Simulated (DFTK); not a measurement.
# Ge (Fd-3m) in DFTK: further runs

One crystal, Ge, is run at these levels: TASK, BJ06; tasks: band structure.

All numbers are computed with DFTK 0.8.2; they aren't measurements. Logs are shortened: lines on timing, memory, paths and dates and some standing lists are left out, and cuts for length are marked.

**The experiment to reproduce.**

From “Temperature-dependent photoluminescence in Ge: experiment and theory”, 2020, arxiv:2003.00143, for a bulk crystal of Ge at 0 K: band gap 0.744 eV (indirect).

How close the calculation comes is told below.

**1. Starting point**

It takes space group Fd-3m (No. 227, cubic). The conventional cell has a = 5.658 Å, b = 5.658 Å, c = 5.658 Å, α = 90.00°, β = 90.00°, γ = 90.00°. Around Ge (site symmetry -43m) lie 4 Ge at 2.45 Å.

**2. Band structure, TASK**

Contents of run.jl:

```julia
using DFTK
using PseudoPotentialData
using Unitful, UnitfulAtomic
using LinearAlgebra, Printf
include("save.jl")
disable_threading()

lines     = readlines("Ge.xyz")
cell_ang  = reshape(parse.(Float64, split(match(r"Lattice=\"([^\"]+)\"", lines[2])[1])), 3, 3)
lattice   = austrip(1u"Å") * cell_ang
symbols   = [Symbol(split(l)[1]) for l in lines[3:end]]
positions = [round.(cell_ang \ parse.(Float64, split(l)[2:4]); digits=9) for l in lines[3:end]]
pseudopotentials = Dict(:Ge => "Ge.upf")
elements = Dict(s => ElementPsp(s, pseudopotentials; rcut=10.0) for s in unique(symbols))
atoms    = [elements[s] for s in symbols]

build_model(lattice, positions; symmetries=true) =
    model_DFT(lattice, atoms, positions;
              functionals=[:mgga_x_task, :lda_c_pw],
              temperature=austrip(0.05u"eV"),
              smearing=Smearing.FermiDirac(),
              symmetries)
Ecut  = 45.0  # hartree
kgrid = [5, 5, 5]
tol   = 1e-6
to_GPa = ustrip(uconvert(u"GPa", 1u"hartree/bohr^3"))

model = build_model(lattice, positions)
basis = PlaneWaveBasis(model; Ecut, kgrid)
display(basis)
scfres = self_consistent_field(basis;
                               tol,
                               nbandsalg=AdaptiveBands(model; n_bands_converge=19),
                               solver=ScfAndersonSolver())
display(scfres.energies)
@printf "Fermi level: %.6f eV\n" ustrip(auconvert(u"eV", something(scfres.εF, NaN)))
forces = compute_forces_cart(scfres)
println("Forces (eV/Å)")
for (s, f) in zip(symbols, forces)
    @printf "%-3s %12.6f %12.6f %12.6f\n" s ustrip.(auconvert.(u"eV/Å", f))...
end
stress = compute_stresses_cart(scfres)
println("Stress (GPa)")
display(round.(stress * to_GPa; digits=4))
println("Levels at the first k-point (eV): ", round.(ustrip.(auconvert.(u"eV", scfres.eigenvalues[1][1:scfres.n_bands_converge])); digits=4))
save_scf!(scfres; forces, stress)

points = Dict("G" => [0.0, 0.0, 0.0], "K" => [0.375, 0.375, 0.75], "L" => [0.5, 0.5, 0.5], "U" => [0.625, 0.25, 0.625], "W" => [0.5, 0.25, 0.75], "X" => [0.5, 0.0, 0.5])
segments = [("G", "X", 7), ("X", "W", 4), ("W", "K", 3), ("K", "G", 7), ("G", "L", 6), ("L", "U", 4), ("U", "W", 3), ("W", "L", 5), ("L", "K", 4), ("U", "X", 3)]
kcoords = vcat([[points[a] + t * (points[b] - points[a]) for t in range(0, 1, n)] for (a, b, n) in segments]...)
bands = compute_bands(scfres, ExplicitKpoints(kcoords); n_bands=21, tol=1e-5)
for (k, ε) in zip(bands.basis.kpoints, bands.eigenvalues)
    @printf "%d %8.4f %8.4f %8.4f " k.spin k.coordinate...
    println(join([@sprintf("%9.4f", e) for e in ustrip.(auconvert.(u"eV", ε .- scfres.εF))]))
end
results["band_energies"] = rows(bands.eigenvalues); results["band_kpoints"] = rows(kcoords)
```

Contents of Ge.xyz:

```xyz
2
Lattice="0.0000000000 2.8289100000 2.8289100000 2.8289100000 0.0000000000 2.8289100000 2.8289100000 2.8289100000 0.0000000000" Properties=species:S:1:pos:R:3 pbc="T T T"
Ge     4.2433650000      4.2433650000      4.2433650000
Ge     2.8289100000      2.8289100000      2.8289100000
```

Potentials or basis: in-house norm-conserving set (r2SCAN, scalar relativistic).

Launch:

```bash
$ julia --threads=1 run.jl  # save.jl only writes the numbers to a file and isn't shown; printed stress counts tension as positive; times include loading and compiling
```

The log of the run:

```text
[... set-up lines left out ...]
n     Energy            log10(ΔE)   log10(Δρ)   log10(Δτ)   Diag   Δtime
---   ---------------   ---------   ---------   ---------   ----   ------
  1   -169.3076790896                   -0.99        1.60   10.8    38.8s
  2   -169.3369412573       -1.53       -1.38        1.09    6.0    22.0s
  3   -169.3429436579       -2.22       -1.46       -0.48    6.2    24.3s
  4   -169.3431486728       -3.69       -1.82       -1.12    3.2    15.3s
  5   -169.3432396622       -4.04       -2.73       -2.19    5.2    20.1s
  6   -169.3432518677       -4.91       -2.83       -1.72    5.1    22.7s
  7   -169.3432521335       -6.58       -3.08       -2.04    1.8    12.3s
  8   -169.3432524678       -6.48       -3.72       -2.58    2.9    16.7s
  9   -169.3432524825       -7.83       -4.00       -2.94    4.8    18.2s
 10   -169.3432524889       -8.19       -4.76       -3.92    2.0    15.5s
 11   -169.3432524892       -9.60       -5.30       -4.60    6.2    22.3s
 12   -169.3432524892      -10.69       -5.71       -4.60    5.4    20.4s
 13   -169.3432524892      -11.40       -6.02       -4.99    3.7    18.0s
Energy breakdown (in Ha):
    Kinetic             152.3120525
    AtomicLocal         -143.8288806
    AtomicNonlocal      -116.2943488
    Ewald               -98.7503791
    PspCorrection       5.6064283
    Hartree             60.4085683
    Xc                  -28.7966921
    Entropy             -0.0000010

    total               -169.343252489211
Fermi level: 4.177146 eV
Forces (eV/Å)
Ge      0.000000     0.000000     0.000000
Ge     -0.000000    -0.000000    -0.000000
Stress (GPa)
3×3 StaticArraysCore.SMatrix{3, 3, Float64, 9} with indices SOneTo(3)×SOneTo(3):
 -5.4636   0.0      0.0
  0.0     -5.4636   0.0
  0.0      0.0     -5.4636
Levels at the first k-point (eV): [-22.7026, -22.7026, -22.7026, -22.6741, -22.6741, -22.4293, -22.4293, -22.4293, -22.4065, -22.4065, -10.5196, 3.81, 3.81, 3.81, 4.5184, 6.6846, 6.6846, 6.6846, 12.5836]
1   0.0000   0.0000   0.0000  -26.8798 -26.8798 -26.8798 -26.8513 -26.8513 -26.6064 -26.6064 -26.6064 -26.5837 -26.5837 -14.6967  -0.3671  -0.3671  -0.3671   0.3412   2.5075   2.5075   2.5075   8.4065  10.2016  10.2016
1   0.0833   0.0000   0.0833  -26.8886 -26.8828 -26.8828 -26.8464 -26.8343 -26.6276 -26.6015 -26.6015 -26.5879 -26.5726 -14.5681  -1.8980  -0.9111  -0.9111   1.8029   2.2482   3.2221   3.2221   8.9554   9.0768  10.3379
1   0.1667   0.0000   0.1667  -26.8964 -26.8907 -26.8907 -26.8323 -26.8023 -26.6643 -26.6006 -26.5886 -26.5886 -26.5654 -14.1839  -3.7111  -1.8551  -1.8551   1.7004   3.1228   4.6695   4.6695   7.8556  10.3553  10.7474
1   0.2500   0.0000   0.2500  -26.9005 -26.9005 -26.8952 -26.8100 -26.7645 -26.7067 -26.6209 -26.5717 -26.5717 -26.5696 -13.5495  -5.4864  -2.7122  -2.7122   1.1807   3.1664   6.3408   6.3408   8.2052  11.4310  12.2125
1   0.3333   0.0000   0.3333  -26.9096 -26.9096 -26.8838 -26.7814 -26.7510 -26.7237 -26.6476 -26.5852 -26.5555 -26.5555 -12.6750  -7.1941  -3.3618  -3.3618   0.8511   2.3458   8.0810   8.0810   9.7923  12.3902  14.0540
1   0.4167   0.0000   0.4167  -26.9159 -26.9159 -26.8622 -26.7936 -26.7484 -26.6827 -26.6792 -26.6107 -26.5440 -26.5440 -11.5761  -8.8027  -3.7631  -3.7631   0.7833   1.5461   9.7402   9.7402  11.6815  13.6268  14.6752
1   0.5000   0.0000   0.5000  -26.9181 -26.9181 -26.8316 -26.8316 -26.7135 -26.7135 -26.6441 -26.6441 -26.5399 -26.5399 -10.2753 -10.2753  -3.8985  -3.8985   1.0116   1.0116  10.6586  10.6586  13.4900  13.4900  14.3838
1   0.5000   0.0000   0.5000  -26.9181 -26.9181 -26.8316 -26.8316 -26.7135 -26.7135 -26.6441 -26.6441 -26.5399 -26.5399 -10.2753 -10.2753  -3.8985  -3.8985   1.0116   1.0116  10.6586  10.6586  13.4900  13.4900  14.3838
1   0.5000   0.0833   0.5833  -26.9237 -26.9237 -26.8198 -26.8198 -26.7144 -26.7144 -26.6539 -26.6539 -26.5355 -26.5355 -10.2497 -10.2497  -4.1377  -4.1377   1.6089   1.6089   9.6188   9.6188  12.7293  12.7293  14.5097
1   0.5000   0.1667   0.6667  -26.9325 -26.9325 -26.7949 -26.7949 -26.7182 -26.7182 -26.6736 -26.6736 -26.5281 -26.5281 -10.1965 -10.1965  -4.5417  -4.5417   3.0925   3.0925   7.4174   7.4174  12.4974  12.4974  14.6296
1   0.5000   0.2500   0.7500  -26.9362 -26.9362 -26.7795 -26.7795 -26.7234 -26.7234 -26.6834 -26.6834 -26.5248 -26.5248 -10.1689 -10.1689  -4.7189  -4.7189   4.7952   4.7952   5.4404   5.4404  12.4715  12.4715  14.6938
1   0.5000   0.2500   0.7500  -26.9362 -26.9362 -26.7795 -26.7795 -26.7234 -26.7234 -26.6834 -26.6834 -26.5248 -26.5248 -10.1689 -10.1689  -4.7189  -4.7189   4.7952   4.7952   5.4404   5.4404  12.4715  12.4715  14.6938
1   0.4375   0.3125   0.7500  -26.9390 -26.9279 -26.8096 -26.7628 -26.7302 -26.7098 -26.7013 -26.6595 -26.5325 -26.5223 -10.6555  -9.7224  -5.0637  -3.9905   2.5857   4.7317   6.7841   6.9792  10.8349  12.2143  14.8288
1   0.3750   0.3750   0.7500  -26.9399 -26.9204 -26.8275 -26.7579 -26.7272 -26.7103 -26.7060 -26.6458 -26.5388 -26.5216 -10.8182  -9.6020  -5.1843  -3.3994   1.4312   4.6277   8.1098   8.1998   9.4530  10.9894  15.7530
1   0.3750   0.3750   0.7500  -26.9399 -26.9204 -26.8275 -26.7579 -26.7272 -26.7103 -26.7060 -26.6458 -26.5388 -26.5216 -10.8182  -9.6020  -5.1843  -3.3994   1.4312   4.6277   8.1098   8.1998   9.4530  10.9894  15.7530
1   0.3125   0.3125   0.6250  -26.9393 -26.9216 -26.8258 -26.7598 -26.7430 -26.7035 -26.6960 -26.6463 -26.5389 -26.5237 -11.6061  -8.7604  -5.2388  -2.8237   1.8563   6.4966   6.9146   6.9506   8.3623   9.5779  15.3522
1   0.2500   0.2500   0.5000  -26.9276 -26.9206 -26.8327 -26.7986 -26.7634 -26.6815 -26.6581 -26.6405 -26.5415 -26.5387 -12.5580  -7.5848  -4.6447  -2.1189   2.1936   5.0996   5.8723   6.1230   8.6055  10.9278  13.7917
1   0.1875   0.1875   0.3750  -26.9156 -26.9102 -26.8559 -26.8151 -26.7869 -26.6629 -26.6427 -26.6120 -26.5616 -26.5477 -13.4414  -6.0827  -3.6052  -1.4049   2.1829   3.9802   4.6536   5.8936   8.1887  11.4276  11.6093
1   0.1250   0.1250   0.2500  -26.9056 -26.8939 -26.8748 -26.8277 -26.8122 -26.6417 -26.6302 -26.5902 -26.5846 -26.5583 -14.1258  -4.2729  -2.3092  -0.8258   1.8757   3.1663   3.6683   5.2946   8.4383   9.7724  10.3914
1   0.0625   0.0625   0.1250  -26.8909 -26.8833 -26.8808 -26.8426 -26.8366 -26.6201 -26.6151 -26.6008 -26.5829 -26.5726 -14.5524  -2.2090  -1.0210  -0.4777   1.4036   2.6728   2.8959   3.5028   9.0137   9.3402   9.8910
1   0.0000   0.0000   0.0000  -26.8798 -26.8798 -26.8798 -26.8513 -26.8513 -26.6064 -26.6064 -26.6064 -26.5837 -26.5837 -14.6967  -0.3671  -0.3671  -0.3671   0.3412   2.5075   2.5075   2.5075   8.4065  10.2016  10.2016
1   0.0000   0.0000   0.0000  -26.8798 -26.8798 -26.8798 -26.8513 -26.8513 -26.6064 -26.6064 -26.6064 -26.5837 -26.5837 -14.6967  -0.3671  -0.3671  -0.3671   0.3412   2.5075   2.5075   2.5075   8.4065  10.2016  10.2016
1   0.1000   0.1000   0.1000  -26.8881 -26.8881 -26.8782 -26.8402 -26.8402 -26.6147 -26.6147 -26.6083 -26.5766 -26.5766 -14.5582  -2.2606  -0.6383  -0.6383   1.1868   2.8669   2.8669   3.3825   8.9851   9.6437   9.6437
1   0.2000   0.2000   0.2000  -26.8989 -26.8989 -26.8739 -26.8230 -26.8230 -26.6274 -26.6274 -26.6132 -26.5669 -26.5669 -14.1506  -4.4851  -1.1554  -1.1554   1.0232   3.5294   3.5294   5.4342   9.1795   9.1795   9.9094
1   0.3000   0.3000   0.3000  -26.9054 -26.9054 -26.8687 -26.8100 -26.8100 -26.6362 -26.6362 -26.6194 -26.5603 -26.5603 -13.5084  -6.4964  -1.6151  -1.6151   0.6935   3.9348   3.9348   7.5752   9.6317   9.6317   9.7055
1   0.4000   0.4000   0.4000  -26.9078 -26.9078 -26.8645 -26.8037 -26.8037 -26.6397 -26.6397 -26.6244 -26.5571 -26.5571 -12.7544  -8.0931  -1.9119  -1.9119   0.4572   4.0011   4.0011   8.7572  10.4172  11.0501  11.0501
1   0.5000   0.5000   0.5000  -26.9083 -26.9083 -26.8628 -26.8022 -26.8022 -26.6402 -26.6402 -26.6264 -26.5562 -26.5562 -12.3302  -8.8013  -2.0133  -2.0133   0.3742   3.9831   3.9831   8.7380  12.4924  12.7366  12.7366
1   0.5000   0.5000   0.5000  -26.9083 -26.9083 -26.8628 -26.8022 -26.8022 -26.6402 -26.6402 -26.6264 -26.5562 -26.5562 -12.3302  -8.8013  -2.0133  -2.0133   0.3742   3.9831   3.9831   8.7380  12.4924  12.7366  12.7366
1   0.5417   0.4167   0.5417  -26.9229 -26.9126 -26.8464 -26.7912 -26.7889 -26.6595 -26.6522 -26.6354 -26.5508 -26.5418 -12.1333  -8.7855  -3.3809  -2.3303   1.5847   3.9901   4.6889   8.8113  10.6544  11.7822  11.9687
1   0.5833   0.3333   0.5833  -26.9377 -26.9187 -26.8322 -26.7578 -26.7551 -26.7085 -26.6795 -26.6410 -26.5422 -26.5253 -11.5598  -8.9578  -4.8705  -2.9339   1.7915   5.5969   6.3892   7.0091   9.7542  10.9082  13.8336
1   0.6250   0.2500   0.6250  -26.9399 -26.9204 -26.8275 -26.7579 -26.7272 -26.7103 -26.7060 -26.6458 -26.5388 -26.5216 -10.8182  -9.6020  -5.1843  -3.3994   1.4312   4.6277   8.1098   8.1998   9.4530  10.9894  15.7530
1   0.6250   0.2500   0.6250  -26.9399 -26.9204 -26.8275 -26.7579 -26.7272 -26.7103 -26.7060 -26.6458 -26.5388 -26.5216 -10.8182  -9.6020  -5.1843  -3.3994   1.4312   4.6277   8.1098   8.1998   9.4530  10.9894  15.7530
1   0.5625   0.2500   0.6875  -26.9390 -26.9279 -26.8096 -26.7628 -26.7302 -26.7098 -26.7013 -26.6595 -26.5325 -26.5223 -10.6555  -9.7224  -5.0637  -3.9905   2.5857   4.7317   6.7841   6.9792  10.8349  12.2143  14.8288
1   0.5000   0.2500   0.7500  -26.9362 -26.9362 -26.7795 -26.7795 -26.7234 -26.7234 -26.6834 -26.6834 -26.5248 -26.5248 -10.1689 -10.1689  -4.7189  -4.7189   4.7952   4.7952   5.4404   5.4404  12.4715  12.4715  14.6938
1   0.5000   0.2500   0.7500  -26.9362 -26.9362 -26.7795 -26.7795 -26.7234 -26.7234 -26.6834 -26.6834 -26.5248 -26.5248 -10.1689 -10.1689  -4.7189  -4.7189   4.7952   4.7952   5.4404   5.4404  12.4715  12.4715  14.6938
1   0.5000   0.3125   0.6875  -26.9388 -26.9292 -26.8086 -26.7548 -26.7370 -26.7203 -26.6935 -26.6587 -26.5322 -26.5230 -11.0479  -9.3229  -5.0364  -3.9222   3.7144   4.3443   6.3498   6.5421   9.9319  13.3489  13.6427
1   0.5000   0.3750   0.6250  -26.9338 -26.9202 -26.8298 -26.7772 -26.7592 -26.6951 -26.6682 -26.6437 -26.5421 -26.5295 -11.7456  -8.8602  -4.4803  -3.0024   2.6741   3.8657   6.3253   7.8760   9.0027  12.7642  13.1115
1   0.5000   0.4375   0.5625  -26.9201 -26.9119 -26.8491 -26.7953 -26.7910 -26.6548 -26.6483 -26.6351 -26.5518 -26.5446 -12.1823  -8.7861  -3.1240  -2.2811   1.4444   3.8508   4.5830   8.9168  10.7616  11.5808  12.7815
1   0.5000   0.5000   0.5000  -26.9083 -26.9083 -26.8628 -26.8022 -26.8022 -26.6402 -26.6402 -26.6264 -26.5562 -26.5562 -12.3302  -8.8013  -2.0133  -2.0133   0.3742   3.9831   3.9831   8.7380  12.4924  12.7366  12.7366
1   0.5000   0.5000   0.5000  -26.9083 -26.9083 -26.8628 -26.8022 -26.8022 -26.6402 -26.6402 -26.6264 -26.5562 -26.5562 -12.3302  -8.8013  -2.0133  -2.0133   0.3742   3.9831   3.9831   8.7380  12.4924  12.7366  12.7366
1   0.4583   0.4583   0.5833  -26.9229 -26.9126 -26.8464 -26.7912 -26.7889 -26.6595 -26.6522 -26.6354 -26.5508 -26.5418 -12.1333  -8.7855  -3.3809  -2.3303   1.5847   3.9901   4.6889   8.8113  10.6544  11.7822  11.9687
1   0.4167   0.4167   0.6667  -26.9377 -26.9187 -26.8322 -26.7578 -26.7551 -26.7085 -26.6795 -26.6410 -26.5422 -26.5253 -11.5598  -8.9578  -4.8705  -2.9339   1.7915   5.5969   6.3892   7.0091   9.7542  10.9082  13.8336
1   0.3750   0.3750   0.7500  -26.9399 -26.9204 -26.8275 -26.7579 -26.7272 -26.7103 -26.7060 -26.6458 -26.5388 -26.5216 -10.8182  -9.6020  -5.1843  -3.3994   1.4312   4.6277   8.1098   8.1998   9.4530  10.9894  15.7530
1   0.6250   0.2500   0.6250  -26.9399 -26.9204 -26.8275 -26.7579 -26.7272 -26.7103 -26.7060 -26.6458 -26.5388 -26.5216 -10.8182  -9.6020  -5.1843  -3.3994   1.4312   4.6277   8.1098   8.1998   9.4530  10.9894  15.7530
1   0.5625   0.1250   0.5625  -26.9285 -26.9188 -26.8304 -26.8075 -26.7170 -26.7117 -26.6651 -26.6447 -26.5395 -26.5314 -10.3905 -10.1070  -4.4740  -3.7707   1.1218   2.1577   9.7040   9.7527  11.5163  12.7332  14.4527
1   0.5000   0.0000   0.5000  -26.9181 -26.9181 -26.8316 -26.8316 -26.7135 -26.7135 -26.6441 -26.6441 -26.5399 -26.5399 -10.2753 -10.2753  -3.8985  -3.8985   1.0116   1.0116  10.6586  10.6586  13.4900  13.4900  14.3838
```

Run time: 13 min. Hardware: 1 thread of AMD EPYC, shared host; peak memory 1.8 GiB.

Results:

- Free energy: -4608.0647 eV
- Pressure: 5.5 GPa
- Band gap on the k mesh: 0.71 eV, direct
- Band gap along the path: 0.71 eV, direct

Levels at the corners of the path, in eV from the valence-band top:
```
point  band 12  band 13  band 14  band 15  band 16  band 17
    Γ     0.00     0.00     0.00     0.71     2.87     2.87
    X    -9.91    -3.53    -3.53     1.38     1.38    11.03
    W    -9.80    -4.35    -4.35     5.16     5.16     5.81
    K    -9.23    -4.82    -3.03     1.80     4.99     8.48
    Γ     0.00     0.00     0.00     0.71     2.87     2.87
    L    -8.43    -1.65    -1.65     0.74     4.35     4.35
    U    -9.23    -4.82    -3.03     1.80     4.99     8.48
    W    -9.80    -4.35    -4.35     5.16     5.16     5.81
    L    -8.43    -1.65    -1.65     0.74     4.35     4.35
    K    -9.23    -4.82    -3.03     1.80     4.99     8.48
    U    -9.23    -4.82    -3.03     1.80     4.99     8.48
    X    -9.91    -3.53    -3.53     1.38     1.38    11.03
```

Caveat: the potentials were made for another functional, which shifts forces and pressure.

[end of part 1 of 2]
